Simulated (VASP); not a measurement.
# V (P6_3/mmc) in VASP: further runs, part 2 of 2

VASP 6.6.1. Earlier steps stand in the parts before.

### Step 4. Single point, PBE, collinear spin, ferromagnetic start

File INCAR:

```
  PREC = Accurate
  ENCUT = 460
  EDIFF = 1E-6
  ISMEAR = 0
  SIGMA = 0.1
  LREAL = F
  LASPH = T
  NELM = 100
  ALGO = Normal
  ISIF = 2
  LWAVE = F
  LCHARG = F
  ISPIN = 2
  MAGMOM = 2 2
  LORBIT = 11
  LMAXMIX = 4
  GGA = PE
  ADDGRID = T
```

File KPOINTS:

```
Automatic mesh
0
Gamma
  15 15 8
```

File POSCAR:

```
V
1.0
    2.6042941027      0.0000000000      0.0000000000
   -1.3021470513      2.2553848518      0.0000000000
    0.0000000000      0.0000000000      4.7233360000
V
2
Direct
    0.3610050000      0.6924900000      0.2406650000
    0.6997010000      0.3498080000      0.7667620000
```

Potentials or basis: VASP PAW PBE potentials, release 64 (V_sv).

Launch:

```sh
$ cat potpaw_PBE.64/V_sv/POTCAR > POTCAR
$ mpirun -np 1 vasp_std > vasp.out
```

OUTCAR:

```text
PREC = Accurate
   ENCUT = 460
   EDIFF = 1E-6
   ISMEAR = 0
   LREAL = F
   LASPH = T
   NELM = 100
   ISIF = 2
   ISPIN = 2
   LORBIT = 11
   GGA = PE

 Found    901 irreducible k-points:

 Following reciprocal coordinates:
            Coordinates               Weight
  0.000000  0.000000  0.000000      1.000000
  0.066667 -0.000000  0.000000      2.000000
  0.000000  0.066667  0.000000      2.000000
 -0.066667  0.066667  0.000000      2.000000
  0.133333 -0.000000  0.000000      2.000000
  0.000000  0.133333  0.000000      2.000000
[... 354 lines left out ...]
  external PRESSURE =       4.7377638 kB  Pullay stress =       0.0000000 kB

 VOLUME and BASIS-vectors are now :
 -----------------------------------------------------------------------------
  energy-cutoff  :      460.00
  volume of cell :       27.74
      direct lattice vectors                 reciprocal lattice vectors
     2.604294103  0.000000000  0.000000000     0.383981210  0.221691655  0.000000000
    -1.302147051  2.255384852  0.000000000     0.000000000  0.443383310  0.000000000
     0.000000000  0.000000000  4.723336000     0.000000000  0.000000000  0.211714771

 POSITION                                       TOTAL-FORCE (eV/Angst)
 -----------------------------------------------------------------------------------
      0.03844      1.56183      1.13674        -0.039877      0.029459      1.182898
      1.36673      0.78895      3.62167         0.039877     -0.029459     -1.182898
 -----------------------------------------------------------------------------------
    total drift:                               -0.000000     -0.000000     -0.000001

  FREE ENERGIE OF THE ION-ELECTRON SYSTEM (eV)
  ---------------------------------------------------
  free  energy   TOTEN  =       -17.4137524444 eV

  energy  without entropy=      -17.3956862726  energy(sigma->0) =      -17.40471936

 total charge

# of ion       s       p       d       tot
------------------------------------------
    1        2.345   6.211   3.082  11.639
    2        2.345   6.211   3.082  11.639
--------------------------------------------------
tot          4.691  12.422   6.164  23.277

 magnetization (x)

# of ion       s       p       d       tot
------------------------------------------
    1        0.000   0.000   0.001   0.001
    2        0.000   0.000   0.001   0.001
--------------------------------------------------
tot          0.000   0.000   0.001   0.001
```

OSZICAR:

```text
N       E                     dE             d eps       ncg     rms          rms(c)
DAV:   1     0.309756595164E+03    0.30976E+03   -0.15441E+04 68660   0.144E+03
DAV:   2    -0.978295975662E+01   -0.31954E+03   -0.31493E+03 69849   0.496E+02
DAV:   3    -0.188897269487E+02   -0.91068E+01   -0.89040E+01 81832   0.978E+01
DAV:   4    -0.190053686044E+02   -0.11564E+00   -0.11505E+00 78258   0.107E+01
DAV:   5    -0.190068931950E+02   -0.15246E-02   -0.15244E-02 75692   0.125E+00    0.261E+01
DAV:   6    -0.171670016063E+02    0.18399E+01   -0.11770E+01 71155   0.333E+01    0.456E+00
DAV:   7    -0.173538153369E+02   -0.18681E+00   -0.60519E-01 75043   0.742E+00    0.405E+00
DAV:   8    -0.173866308192E+02   -0.32815E-01   -0.18002E-02 71793   0.157E+00    0.151E+00
DAV:   9    -0.174041230927E+02   -0.17492E-01   -0.10402E-02 72491   0.900E-01    0.725E-01
DAV:  10    -0.174132196489E+02   -0.90966E-02   -0.98963E-03 71182   0.736E-01    0.162E-01
DAV:  11    -0.174136335224E+02   -0.41387E-03   -0.26527E-04 73003   0.194E-01    0.752E-02
DAV:  12    -0.174137327224E+02   -0.99200E-04   -0.29651E-05 77681   0.453E-02    0.306E-02
DAV:  13    -0.174137519221E+02   -0.19200E-04   -0.14688E-05 56312   0.232E-02    0.792E-03
DAV:  14    -0.174137524444E+02   -0.52223E-06   -0.87801E-07 34961   0.976E-03
   1 F= -.17413752E+02 E0= -.17404719E+02  d E =-.180662E-01  mag=     0.0003
```

stdout:

```text
POSCAR found type information on POSCAR V
 POSCAR found :  1 types and       2 ions
 scaLAPACK will be used
 LDA part: xc-table for (Slater+PW92), standard interpolation
 POSCAR, INCAR and KPOINTS ok, starting setup
 FFT: planning ... GRIDC
 FFT: planning ... GRID_SOFT
 FFT: planning ... GRID
 WAVECAR not read
 entering main loop
```

It took 6.7 min on 1 thread of Intel Xeon Platinum 8488C (Sapphire Rapids), shared host; peak memory 0.64 GiB.

These settings aren't checked as converged: the numbers below hold their error.

Results:

```
Free energy                                           : -17.4138 eV
Pressure                                              : 0.5 GPa
Largest force                                         : 1.184 eV/Å
Band gap on the k mesh                                : none (metal or under the smearing width)
Net moment                                            : 0.00 μB per cell
Valence electrons inside the program's atomic spheres : V 11.64
```

### Step 5. Single point, PBE, collinear spin, ferromagnetic start

INCAR: that of step 4 with these lines changed.

```diff
@@ -6,3 +6,3 @@
   LREAL = F
-  LASPH = T
+  LASPH = F
   NELM = 100
@@ -17,2 +17,2 @@
   GGA = PE
-  ADDGRID = T
+  ADDGRID = F
```

KPOINTS is that of step 4.

File POSCAR:

```
V
1.0
    2.6042941027      0.0000000000      0.0000000000
   -1.3021470513      2.2553848518      0.0000000000
    0.0000000000      0.0000000000      4.7233360000
V
2
Direct
    0.3333333333      0.6666666667      0.2500000000
    0.6666666667      0.3333333333      0.7500000000
```

Launch:

```sh
$ cat potpaw_PBE.64/V_sv/POTCAR > POTCAR
$ mpirun -np 1 vasp_std > vasp.out
```

It took 70 s on 1 thread of Intel Xeon Platinum 8488C (Sapphire Rapids), shared host; peak memory 0.2 GiB.

These settings aren't checked as converged: the numbers below hold their error.

What came out:

```yaml
Free_energy: -17.4822 eV
Pressure: -0.8 GPa
Band_gap_on_the_k_mesh: none (metal or under the smearing width)
Net_moment: 0.00 μB per cell
Valence_electrons_inside_the_program's_atomic_spheres: V 11.63
```

### Step 6. Single point, PBE, collinear spin, ferromagnetic start

INCAR is that of step 5.

KPOINTS is that of step 5.

File POSCAR:

```
V
1.0
    2.6042941027      0.0000000000      0.0000000000
   -1.3021470513      2.2553848518      0.0000000000
    0.0000000000      0.0000000000      4.7233360000
V
2
Direct
    0.3610050000      0.6924900000      0.2406650000
    0.6997010000      0.3498080000      0.7667620000
```

Potentials or basis: VASP PAW PBE potentials, release 64 (V_sv).

Launch:

```sh
$ cat potpaw_PBE.64/V_sv/POTCAR > POTCAR
$ mpirun -np 1 vasp_std > vasp.out
```

OUTCAR:

```text
PREC = Accurate
   ENCUT = 460
   EDIFF = 1E-6
   ISMEAR = 0
   LREAL = F
   LASPH = F
   NELM = 100
   ISIF = 2
   ISPIN = 2
   LORBIT = 11
   GGA = PE

 Found    901 irreducible k-points:

 Following reciprocal coordinates:
            Coordinates               Weight
  0.000000  0.000000  0.000000      1.000000
  0.066667 -0.000000  0.000000      2.000000
  0.000000  0.066667  0.000000      2.000000
 -0.066667  0.066667  0.000000      2.000000
  0.133333 -0.000000  0.000000      2.000000
  0.000000  0.133333  0.000000      2.000000
   k-points           NKPTS =    901   k-points in BZ     NKDIM =    901   number of bands    NBANDS=     19
   number of dos      NEDOS =    301   number of ions     NIONS =      2
   total plane-waves  NPLWV =  11664
   dimension x,y,z NGX =    18 NGY =   18 NGZ =   36
   dimension x,y,z NGXF=    36 NGYF=   36 NGZF=   72
   ions per type =               2
   NGX,Y,Z   is equivalent  to a cutoff of  11.49, 11.49, 12.67 a.u.
   NGXF,Y,Z  is equivalent  to a cutoff of  22.98, 22.98, 25.34 a.u.
 SYSTEM =  unknown system
   PREC   = accura    normal or accurate (medium, high low for compatibility)
[... 319 lines left out ...]
      6     -27.7386      1.00000
[... 11 lines left out ...]
     18      11.3077      0.00000
     19      12.6315      0.00000

 [... further k-points ...]

------------------------ aborting loop because EDIFF is reached ----------------------------------------

  FORCE on cell =-STRESS in cart. coord.  units (eV):
  Direction    XX          YY          ZZ          XY          YZ          ZX
  --------------------------------------------------------------------------------------
  -------------------------------------------------------------------------------------
  Total        0.0398720      0.2083032     -0.0093630      0.1040620      0.0405029     -0.0507232
  in kB        2.3026056     12.0294819     -0.5407118      6.0095682      2.3390384     -2.9292614
  external PRESSURE =       4.5971252 kB  Pullay stress =       0.0000000 kB

 VOLUME and BASIS-vectors are now :
 -----------------------------------------------------------------------------
  energy-cutoff  :      460.00
  volume of cell :       27.74
      direct lattice vectors                 reciprocal lattice vectors
     2.604294103  0.000000000  0.000000000     0.383981210  0.221691655  0.000000000
    -1.302147051  2.255384852  0.000000000     0.000000000  0.443383310  0.000000000
     0.000000000  0.000000000  4.723336000     0.000000000  0.000000000  0.211714771

 POSITION                                       TOTAL-FORCE (eV/Angst)
 -----------------------------------------------------------------------------------
      0.03844      1.56183      1.13674        -0.038603      0.028385      1.182079
      1.36673      0.78895      3.62167         0.038603     -0.028385     -1.182079
 -----------------------------------------------------------------------------------
    total drift:                                0.000036     -0.000007      0.000119

  FREE ENERGIE OF THE ION-ELECTRON SYSTEM (eV)
  ---------------------------------------------------
  free  energy   TOTEN  =       -17.4105458920 eV

  energy  without entropy=      -17.3925205084  energy(sigma->0) =      -17.40153320

 total charge

# of ion       s       p       d       tot
------------------------------------------
    1        2.345   6.211   3.082  11.639
    2        2.345   6.211   3.082  11.639
--------------------------------------------------
tot          4.691  12.422   6.165  23.277

 magnetization (x)

# of ion       s       p       d       tot
------------------------------------------
    1        0.000   0.000   0.001   0.001
    2        0.000   0.000   0.001   0.001
--------------------------------------------------
tot          0.000   0.000   0.001   0.001
```

OSZICAR:

```text
N       E                     dE             d eps       ncg     rms          rms(c)
DAV:   1     0.309756600590E+03    0.30976E+03   -0.15441E+04 68660   0.144E+03
DAV:   2    -0.978295488358E+01   -0.31954E+03   -0.31493E+03 69849   0.496E+02
DAV:   3    -0.188897221020E+02   -0.91068E+01   -0.89040E+01 81832   0.978E+01
DAV:   4    -0.190053637581E+02   -0.11564E+00   -0.11505E+00 78258   0.107E+01
DAV:   5    -0.190068883493E+02   -0.15246E-02   -0.15244E-02 75692   0.125E+00    0.261E+01
DAV:   6    -0.171642841415E+02    0.18426E+01   -0.11763E+01 71129   0.333E+01    0.456E+00
DAV:   7    -0.173514806780E+02   -0.18720E+00   -0.60511E-01 75045   0.739E+00    0.406E+00
DAV:   8    -0.173842452041E+02   -0.32765E-01   -0.17668E-02 71737   0.156E+00    0.151E+00
DAV:   9    -0.174013945942E+02   -0.17149E-01   -0.93890E-03 71799   0.881E-01    0.716E-01
DAV:  10    -0.174100845023E+02   -0.86899E-02   -0.85890E-03 70947   0.706E-01    0.154E-01
DAV:  11    -0.174104432233E+02   -0.35872E-03   -0.23126E-04 73674   0.182E-01    0.711E-02
DAV:  12    -0.174105282394E+02   -0.85016E-04   -0.24570E-05 76984   0.416E-02    0.301E-02
DAV:  13    -0.174105456835E+02   -0.17444E-04   -0.12111E-05 54951   0.210E-02    0.712E-03
DAV:  14    -0.174105458920E+02   -0.20854E-06   -0.58532E-07 34832   0.902E-03
   1 F= -.17410546E+02 E0= -.17401533E+02  d E =-.180254E-01  mag=     0.0003
```

Run time: 8 min. Hardware: 1 thread of Intel Xeon Platinum 8488C (Sapphire Rapids), shared host; peak memory 0.6 GiB.

The run converged, but some of its settings lie outside the range that counts as converged, so its numbers aren't taken as properties of the crystal.

Results:

```yaml
Free_energy: -17.4105 eV
Pressure: 0.5 GPa
Largest_force: 1.183 eV/Å
Band_gap_on_the_k_mesh: none (metal or under the smearing width)
Net_moment: 0.00 μB per cell
Valence_electrons_inside_the_program's_atomic_spheres: V 11.64
```
